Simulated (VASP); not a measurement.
Write the native input for VASP 6.6.1 that does the following.

* Task: relaxation of cell and atoms
* Functional: PBE
* Potentials or basis: VASP PAW PBE potentials, release 64 (Co, Si)
* Cutoff: 600 eV
* k mesh: 14 × 14 × 14
* Occupations: gaussian, width 0.1 eV
* Spin: no spin polarisation
* Target pressure: 4 GPa
* Dipole correction: no
* Further INCAR settings: ALGO = Normal; EDIFF = 1e-06; IBRION = 2; EDIFFG = -0.008; NSW = 70; ISIF = 3
* Target pressure: 4 GPa

The structure of CoSi2 lies in POSCAR:

```
CoSi2
1.0
    0.0000000000      2.6607799251      2.6607799251
    2.6607799251      0.0000000000      2.6607799251
    2.6607799251      2.6607799251      0.0000000000
Co Si
1 2
Direct
    0.0000000000      0.0000000000      0.0000000000
    0.2500000000      0.2500000000      0.2500000000
    0.7500000000      0.7500000000      0.7500000000
```

One way to write it, as run:

INCAR

```
PREC     = Accurate       # precision mode
ENCUT    = 600            # plane-wave cutoff, eV
EDIFF    = 1E-6           # SCF threshold, eV
ISMEAR   = 0              # smearing method
SIGMA    = 0.1            # smearing width, eV
LREAL    = False          # projectors in reciprocal space
LASPH    = True           # aspherical terms in the spheres
NELM     = 100            # most SCF steps
ALGO     = Normal         # electronic algorithm
ISIF     = 3              # what is computed and relaxed
LWAVE    = False          # write WAVECAR
LCHARG   = False          # write CHGCAR
GGA      = PE             # functional
IBRION   = 2              # ionic algorithm
NSW      = 70             # ionic steps
EDIFFG   = -0.008         # ionic threshold
PSTRESS  = 40.0
```

KPOINTS

```
regular mesh
0
Gamma
  14 14 14
```

Potentials or basis: VASP PAW PBE potentials, release 64 (Co, Si).

Command:

```bash
$ cat potpaw_PBE.64/Co/POTCAR potpaw_PBE.64/Si/POTCAR > POTCAR
$ mpirun -np 1 vasp_std > vasp.out
```

Results of the run:

```json
{
 "Relaxed volume": "12.55 Å³/atom",
 "Relaxed cell": "a = 3.762 Å, b = 3.762 Å, c = 3.762 Å, α = 60.00°, β = 60.00°, γ = 60.00°",
 "Space group after relaxing (to 0.05 Å)": "Fm-3m (No. 225)",
 "Energy change on relaxing (the enthalpy is what falls)": "+0.2 meV/atom",
 "Ionic steps": "3",
 "Pressure after relaxing": "4.1 GPa",
 "Band gap on the k mesh": "none (metal or under the smearing width)"
}
```

Caveat: the cell is relaxed towards a set pressure, so the enthalpy falls and the energy may rise.

It took 2.2 min on 1 thread of AMD EPYC 7R13 Processor (Zen 3) (shared host), peak memory 0.19 GiB.
